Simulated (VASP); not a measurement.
HfO2: single point with PBE

The system is HfO2.

```xyz
12
Lattice="5.2195 0.0000 0.0000 0.0000 5.0048 0.0000 0.0000 0.0000 5.0327" Properties=species:S:1:pos:R:3 pbc="T T T"
Hf    5.0197    3.6641    3.7182
Hf    2.7781    3.6841    1.2170
Hf    2.4454    1.3584    3.7953
Hf    0.1942    1.3100    1.2622
O     3.2763    4.6378    4.4327
O     4.5326    4.6598    1.9304
O     1.2521    2.6660    2.5159
O     1.4413    2.7087    4.9743
O     3.9913    2.2802    5.0000
O     3.8785    2.2804    2.4541
O     0.6482    0.3194    4.3952
O     1.8792    0.3641    1.9204
```

The cell comes from a database or a generator and needn't be the stable form of this composition.

The cell isn't the ideal one: atoms moved at random, drawn with an rms of 0.05 Å.

```json
{"Program": "VASP 6.6.1", "Task": "single point", "Functional": "PBE", "Potentials or basis": "VASP PAW PBE potentials, release 64 (Hf_pv, O)", "Cutoff": "520 eV", "k mesh": "5 × 6 × 5", "Occupations": "fermi-dirac, width 0.05 eV", "Spin": "no spin polarisation", "Further INCAR settings": "ALGO = Normal; EDIFF = 1e-07; NBANDS = 56"}
```

```
Pressure               : 7.1 GPa
Largest force          : 1.252 eV/Å
Band gap on the k mesh : 4.37 eV, indirect (least direct gap 4.66 eV)
```

Forces in eV/Å, atoms in the order of the input:
```
Hf   0.371 -0.606  0.269
Hf   0.085 -0.409  0.296
Hf   0.071 -0.178 -0.964
Hf  -0.286  0.737 -0.735
O    0.080 -0.158  0.092
O   -0.448 -0.501 -0.106
O   -0.105  0.605 -0.438
O   -0.894 -0.063  0.748
O    0.329  0.190 -0.069
O   -0.679  0.054  0.367
O    0.629  0.907  0.590
O    0.847 -0.579 -0.048
```

Stress tensor (GPa, compression positive):
```
 6.89 -0.38  0.73
-0.38  7.99  0.72
 0.73  0.72  6.52
```

Levels at points of the mesh, in eV from the valence-band top:
| k point | band 41 | band 42 | band 43 | band 44 | band 45 | band 46 | band 47 | band 48 |
| --- | --- | --- | --- | --- | --- | --- | --- | --- |
| (0.00, 0.00, 0.00) | -0.72 | -0.24 | -0.15 | 0.00 | 4.97 | 5.19 | 5.28 | 5.63 |
| (0.00, 0.50, 0.00) | -0.76 | -0.38 | -0.27 | -0.13 | 4.56 | 4.82 | 5.03 | 5.51 |

Run time: 9.3 min on 1 thread of Intel(R) Xeon(R) Platinum 8488C (Sapphire Rapids), on a shared host, peak memory 0.51 GiB.

Caveat: spin-orbit coupling is left out, which moves the levels of the heavy elements; an odd mesh through Γ misses points on the zone boundary, where band edges often lie.
